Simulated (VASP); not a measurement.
# Ni (Fm-3m) in VASP: further runs

The runs below take Ni through elastic constants, phonons, with PBE, PBEsol.

All numbers are computed with VASP 6.6.1; they aren't measurements. Logs are shortened: lines on timing, memory, paths and dates and some standing lists are left out, and cuts for length are marked.

## Step 1: The structure

Symmetry: Fm-3m, No. 225, cubic system. Conventional cell: a = 3.475 Å, b = 3.475 Å, c = 3.475 Å, α = 90.00°, β = 90.00°, γ = 90.00°. Around Ni (site symmetry m-3m) lie 12 Ni at 2.46 Å.

## Step 2: Elastic constants, PBE, collinear spin, ferromagnetic start

POSCAR

```
Ni
1.0
    0.0000000000      1.7375729330      1.7375729330
    1.7375729330      0.0000000000      1.7375729330
    1.7375729330      1.7375729330      0.0000000000
Ni
1
Direct
    0.0000000000      0.0000000000      0.0000000000
```

INCAR.step1

```
  PREC = Accurate
  ENCUT = 600
  EDIFF = 1E-8
  ISMEAR = -1
  SIGMA = 0.05
  LREAL = F
  LASPH = T
  NELM = 100
  ALGO = Normal
  ISIF = 3
  LWAVE = F
  LCHARG = F
  ISPIN = 2
  MAGMOM = 1
  LORBIT = 11
  LMAXMIX = 4
  GGA = PE
  IBRION = 2
  NSW = 40
  EDIFFG = -0.002
```

INCAR.step2

```
  PREC = Accurate
  ENCUT = 600
  EDIFF = 1E-8
  ISMEAR = -1
  SIGMA = 0.05
  LREAL = F
  LASPH = T
  NELM = 100
  ALGO = Normal
  ISIF = 3
  LWAVE = F
  LCHARG = F
  ISPIN = 2
  MAGMOM = 1
  LORBIT = 11
  LMAXMIX = 4
  GGA = PE
  IBRION = 6
  NFREE = 2
  POTIM = 0.015
  NSW = 1
```

KPOINTS

```
regular mesh
0
Gamma
  10 10 10
```

Potentials or basis: VASP PAW PBE potentials, release 64 (Ni).

Launch:

```bash
$ cat potpaw_PBE.64/Ni/POTCAR > POTCAR
$ cp INCAR.step1 INCAR
$ mpirun -np 1 vasp_std > vasp.out
$ cp CONTCAR POSCAR
$ cp INCAR.step2 INCAR
$ mpirun -np 1 vasp_std > vasp.out
```

OUTCAR:

```text
PREC = Accurate
   ENCUT = 600
   EDIFF = 1E-8
   ISMEAR = -1
   LREAL = F
   LASPH = T
   NELM = 100
   ISIF = 3
   ISPIN = 2
   LORBIT = 11
   GGA = PE
   IBRION = 6
   NFREE = 2
   POTIM = 0.015
   NSW = 1

 ion  position               nearest neighbor table
   1  0.000  0.000  0.000-

  LATTYP: Found a face centered cubic cell.
 ALAT       =     3.5210585383

  Lattice vectors:

 A1 = (   0.0000000000,   1.7605292691,   1.7605292691)
 A2 = (   1.7605292691,   0.0000000000,   1.7605292691)
 A3 = (   1.7605292691,   1.7605292691,   0.0000000000)

Analysis of symmetry for initial positions (statically):
=====================================================================
 Subroutine PRICEL returns:
 Original cell was already a primitive cell.

 Routine SETGRP: Setting up the symmetry group for a
 face centered cubic supercell.

 Subroutine GETGRP returns: Found 48 space group operations
 (whereof 48 operations were pure point group operations)
 out of a pool of 48 trial point group operations.

The static configuration has the point symmetry O_h .

Analysis of symmetry for dynamics (positions and initial velocities):
=====================================================================
 Subroutine PRICEL returns:
 Original cell was already a primitive cell.

 Routine SETGRP: Setting up the symmetry group for a
 face centered cubic supercell.

 Subroutine GETGRP returns: Found 48 space group operations
 (whereof 48 operations were pure point group operations)
 out of a pool of 48 trial point group operations.

The dynamic configuration has the point symmetry O_h .

Analysis of structural, dynamic, and magnetic symmetry:
=====================================================================
 Subroutine PRICEL returns:
 Original cell was already a primitive cell.

 Routine SETGRP: Setting up the symmetry group for a
 face centered cubic supercell.

 Subroutine GETGRP returns: Found 48 space group operations
 (whereof 48 operations were pure point group operations)
 out of a pool of 48 trial point group operations.

The overall configuration has the point symmetry O_h .

 Subroutine INISYM returns: Found 48 space group operations
 (whereof 48 operations are pure point group operations),
 and found     1 'primitive' translations

----------------------------------------------------------------------------------------

                                     Primitive cell

  volume of cell :      10.9134

  direct lattice vectors                    reciprocal lattice vectors
     0.000000000  1.760529269  1.760529269    -0.284005503  0.284005503  0.284005503
     1.760529269  0.000000000  1.760529269     0.284005503 -0.284005503  0.284005503
     1.760529269  1.760529269  0.000000000     0.284005503  0.284005503 -0.284005503

  length of vectors
     2.489764369  2.489764369  2.489764369     0.491911960  0.491911960  0.491911960

  position of ions in fractional coordinates (direct lattice)
     0.000000000  0.000000000  0.000000000

  ion indices of the primitive-cell ions
   primitive index   ion index
                 1           1

----------------------------------------------------------------------------------------

 KPOINTS: regular mesh

Automatic generation of k-mesh.
 Grid dimensions read from file:
 generate k-points for:   10   10   10

 Generating k-lattice:

  Cartesian coordinates                     Fractional coordinates (reciprocal lattice)
    -0.028400550  0.028400550  0.028400550     0.100000000  0.000000000  0.000000000
     0.028400550 -0.028400550  0.028400550     0.000000000  0.100000000  0.000000000
     0.028400550  0.028400550 -0.028400550     0.000000000  0.000000000  0.100000000

  Length of vectors
     0.049191196  0.049191196  0.049191196

  Shift w.r.t. Gamma in fractional coordinates (k-lattice)
     0.000000000  0.000000000  0.000000000

 Subroutine IBZKPT returns following result:
 ===========================================

 Found     47 irreducible k-points:

 Following reciprocal coordinates:
            Coordinates               Weight
  0.000000  0.000000  0.000000      1.000000
  0.100000  0.000000  0.000000      8.000000
  0.200000  0.000000  0.000000      8.000000
  0.300000  0.000000  0.000000      8.000000
  0.400000  0.000000  0.000000      8.000000
  0.500000  0.000000  0.000000      4.000000
[... 58 lines left out ...]
  volume/ion in A,a.u.               =      10.91        73.65
  Fermi-wavevector in a.u.,A,eV,Ry     =   1.590090  3.004834 34.400763  2.528385
  Thomas-Fermi vector in A             =   2.688838
   LORBIT       =     11    0 simple, 1 ext, 2 COOP (PROOUT), +10 PAW based schemes
   GGA     = PE    functional components
   LHFCALC =     F    Hartree Fock is set to
   AEXX    =    0.0000 exact exchange contribution
   IVDW    =     0    specifies the selected vdW correction
   LEPSILON=     F    determine dielectric tensor
   LRPA    =     F    only Hartree local field effects (RPA)
 finite differences with symmetry
 spin polarized calculation
  energy-cutoff  :      600.00
  volume of cell :       10.91
 maximum number of plane-waves:       373
   NGX =  9   NGY =  9   NGZ =  9

--------------------------------------- Ionic step        1  -------------------------------------------

 number of electron      10.0000010 magnetization       0.7119958

 Free energy of the ion-electron system (eV)
  ---------------------------------------------------
  ext. energy  EPLUGINS =         0.00000000
  ---------------------------------------------------
  free energy    TOTEN  =        -5.47933204 eV

  energy without entropy =       -5.46576874  energy(sigma->0) =       -5.47255039

------------------------ aborting loop because EDIFF is reached ----------------------------------------

  FORCE on cell =-STRESS in cart. coord.  units (eV):
  Direction    XX          YY          ZZ          XY          YZ          ZX
  --------------------------------------------------------------------------------------
  -------------------------------------------------------------------------------------
  Total       -0.0021561     -0.0021561     -0.0021561     -0.0000000      0.0000000      0.0000000
  in kB       -0.3165385     -0.3165385     -0.3165385     -0.0000000      0.0000000      0.0000000
  external PRESSURE =      -0.3165385 kB  Pullay stress =       0.0000000 kB
[... 86 lines left out ...]
  FREE ENERGIE OF THE ION-ELECTRON SYSTEM (eV)
  ---------------------------------------------------
  free  energy   TOTEN  =        -5.4772978502 eV

  energy  without entropy=       -5.4638988047  energy(sigma->0) =       -5.47059833

[... ionic steps 4 to 12 ...]

--------------------------------------- Ionic step       13  -------------------------------------------

 number of electron      10.0000009 magnetization       0.7115507

------------------------ aborting loop because EDIFF is reached ----------------------------------------
[... 65 lines left out ...]
--------------------------------------- Ionic step       15  -------------------------------------------

 number of electron      10.0000005 magnetization       0.7119799

 Free energy of the ion-electron system (eV)
  ---------------------------------------------------
  ext. energy  EPLUGINS =         0.00000000
  ---------------------------------------------------
  free energy    TOTEN  =        -5.47932924 eV

  energy without entropy =       -5.46576585  energy(sigma->0) =       -5.47254755

 E-fermi :   9.3439     XC(G=0): -13.2393

 val. band max:        9.3312828996   @ k =  -0.4000   0.1000   0.0000
 cond. band min:       9.3442968292   @ k =   0.4000   0.4000   0.0000
 fundamental gap:      0.0130139296
 Fermi energy:         9.3439017793

 spin component 1

 k-point     1 :       0.0000    0.0000    0.0000
  band No.  band energies     occupation
      1       0.3351      1.00000
      2       6.8454      1.00000
      3       6.8454      1.00000
      4       6.8454      1.00000
      5       8.0240      1.00000
      6       8.0240      1.00000
      7      33.0261      0.00000
      8      36.8578      0.00000
      9      36.8578      0.00000
     10      36.8578      0.00000
[... 287 lines left out ...]
 k-point    24 :       0.4000    0.3000    0.0000
  band No.  band energies     occupation
      1       4.6832      1.00000
      2       5.5078      1.00000
      3       7.5597      1.00000
      4       8.1054      1.00000
      5       8.6566      1.00000
      6       9.3157      0.63734
      7      23.2453      0.00000
      8      24.3096      0.00000
      9      26.1820      0.00000
     10      30.4928      0.00000

 [... further k-points ...]

 spin component 2

 k-point     1 :       0.0000    0.0000    0.0000
  band No.  band energies     occupation
      1       0.3173      1.00000
      2       7.6888      1.00000
      3       7.6888      1.00000
      4       7.6888      1.00000
      5       8.6852      1.00000
      6       8.6852      1.00000
      7      32.8711      0.00000
      8      36.8571      0.00000
      9      36.8571      0.00000
     10      36.8571      0.00000
[... 327 lines left out ...]
  FREE ENERGIE OF THE ION-ELECTRON SYSTEM (eV)
  ---------------------------------------------------
  free  energy   TOTEN  =        -5.4793292395 eV

  energy  without entropy=       -5.4657658541  energy(sigma->0) =       -5.47254755

 INTERNAL STRAIN TENSORS FROM STRAINED CELLS
 ============================================

 INTERNAL STRAIN TENSOR FOR ION    1 for displacements in x,y,z  (eV/Angst):
          X           Y           Z          XY          YZ          ZX
  --------------------------------------------------------------------------------
  x     0.00000    -0.00000    -0.00000     0.00000    -0.00000    -0.00000
  y     0.00000     0.00000     0.00000     0.00000     0.00000     0.00000
  z     0.00000     0.00000    -0.00000     0.00000     0.00000     0.00000

 INTERNAL STRAIN TENSORS FROM DISPLACED ATOMS
 ============================================

 INTERNAL STRAIN TENSOR FOR ION    1 for displacements in x,y,z  (eV/Angst):
          X           Y           Z          XY          YZ          ZX
  --------------------------------------------------------------------------------
  x     0.00000     0.00000     0.00000     0.00000     0.00000     0.00000
  y     0.00000     0.00000     0.00000     0.00000     0.00000     0.00000
  z     0.00000     0.00000     0.00000     0.00000     0.00000     0.00000

 Eigenvectors and eigenvalues of the dynamical matrix
 ----------------------------------------------------

   1 f  =    0.000000 THz     0.000000 2PiTHz    0.000000 cm-1     0.000000 meV
             X         Y         Z           dx          dy          dz
      0.000000  0.000000  0.000000     1.000000    0.000000    0.000000

   2 f  =    0.000000 THz     0.000000 2PiTHz    0.000000 cm-1     0.000000 meV
             X         Y         Z           dx          dy          dz
      0.000000  0.000000  0.000000     0.000000    1.000000    0.000000

   3 f  =    0.000000 THz     0.000000 2PiTHz    0.000000 cm-1     0.000000 meV
             X         Y         Z           dx          dy          dz
      0.000000  0.000000  0.000000     0.000000    0.000000    1.000000

--------------------------------------------------------------------------------------------------------

 ELASTIC MODULI CONTR FROM IONIC RELAXATION (kBar)
 Direction    XX          YY          ZZ          XY          YZ          ZX
 --------------------------------------------------------------------------------
 XX           0.0000      0.0000      0.0000      0.0000      0.0000      0.0000
 YY           0.0000      0.0000      0.0000      0.0000      0.0000      0.0000
 ZZ           0.0000      0.0000      0.0000      0.0000      0.0000      0.0000
 XY           0.0000      0.0000      0.0000      0.0000      0.0000      0.0000
 YZ           0.0000      0.0000      0.0000      0.0000      0.0000      0.0000
 ZX           0.0000      0.0000      0.0000      0.0000      0.0000      0.0000
 --------------------------------------------------------------------------------

 TOTAL ELASTIC MODULI (kBar)
 Direction    XX          YY          ZZ          XY          YZ          ZX
 --------------------------------------------------------------------------------
 XX        2687.7613   1588.2387   1588.2387      0.0000     -0.0000      0.0000
 YY        1588.2387   2687.7613   1588.2387      0.0000      0.0000      0.0000
 ZZ        1588.2387   1588.2387   2687.7613     -0.0000     -0.0000      0.0000
 XY           0.0000      0.0000     -0.0000   1330.3366      0.0000     -0.0000
 YZ          -0.0000      0.0000     -0.0000      0.0000   1330.3366      0.0000
 ZX           0.0000      0.0000      0.0000     -0.0000      0.0000   1330.3366
 --------------------------------------------------------------------------------

 total charge

# of ion       s       p       d       tot
------------------------------------------
    1        0.498   0.498   8.307   9.303

 magnetization (x)

# of ion       s       p       d       tot
------------------------------------------
    1       -0.004  -0.022   0.748   0.722
```

Wall time 3.9 min (1 thread of Intel Xeon 6975P-C (Granite Rapids), shared host); peak memory 0.25 GiB.

Results:

- Relaxed volume: 10.91 Å³/atom
- Relaxed cell: a = 2.490 Å, b = 2.490 Å, c = 2.490 Å, α = 60.00°, β = 60.00°, γ = 60.00°
- Space group after relaxing (to 0.05 Å): Fm-3m (No. 225)
- Net moment: 0.71 μB per cell
- Site moments: Ni +0.72 μB
- Valence electrons inside the program's atomic spheres: Ni 9.30
- Elastic constants C11, C12, C44: 269, 159, 133 GPa
- Voigt bulk modulus: 195 GPa

The path:
| step | energy change (eV) | largest force (eV/Å) | pressure (GPa) | volume (Å³) |
| --- | --- | --- | --- | --- |
| 1 | 0.0000 | 0.0000 | 8.43 | 10.49 |
| 2 | -0.0005 | 0.0000 | -7.02 | 11.35 |
| 3 | -0.0106 | 0.0000 | -0.02 | 10.91 |

Final structure:
```cif
data_structure
_symmetry_space_group_name_H-M 'P 1'
_symmetry_Int_Tables_number 1
_cell_length_a 2.4898
_cell_length_b 2.4898
_cell_length_c 2.4898
_cell_angle_alpha 60.000
_cell_angle_beta 60.000
_cell_angle_gamma 60.000
_cell_volume 10.91
loop_
_atom_site_label
_atom_site_type_symbol
_atom_site_fract_x
_atom_site_fract_y
_atom_site_fract_z
_atom_site_occupancy
Ni1 Ni 0.00000 0.00000 0.00000 1
```

Elastic tensor in Voigt notation (GPa, in the Cartesian axes of the cell as first typed):
```
269 159 159   0   0   0
159 269 159   0   0   0
159 159 269   0   0   0
  0   0   0 133   0   0
  0   0   0   0 133   0
  0   0   0   0   0 133
```

Clamped-ion elastic tensor (GPa):
```
269 159 159   0   0   0
159 269 159   0   0   0
159 159 269   0   0   0
  0   0   0 133   0   0
  0   0   0   0 133   0
  0   0   0   0   0 133
```

[end of part 1 of 2]
